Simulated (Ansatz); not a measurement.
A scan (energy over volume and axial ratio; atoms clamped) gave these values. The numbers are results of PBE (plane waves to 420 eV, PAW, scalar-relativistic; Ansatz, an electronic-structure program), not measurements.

- Shear modulus C′ = (C11 − C12)/2 (fit, atoms clamped) = 101 GPa

Problem. Of these crystals, all scanned alike, which one is it?
(A) ZnS (zinc blende)
(B) CdSe (zinc blende)
(C) LaAlO₃ (cubic perovskite)
(D) KTaO₃ (cubic perovskite)

Solution. C, LaAlO₃ (cubic perovskite). The others have, for the shear modulus C′ = (C11 − C12)/2: ZnS 21 GPa, CdSe 9 GPa, KTaO3 170 GPa

All were relaxed with their symmetry unable to fall. KTaO3 is run without spin polarisation. LaAlO3 is run without spin polarisation. Spin-orbit coupling is left out. This is a high-temperature form of LaAlO3.

(Under strain, the slope of the energy per volume gives the stress and its curvature an elastic modulus.)
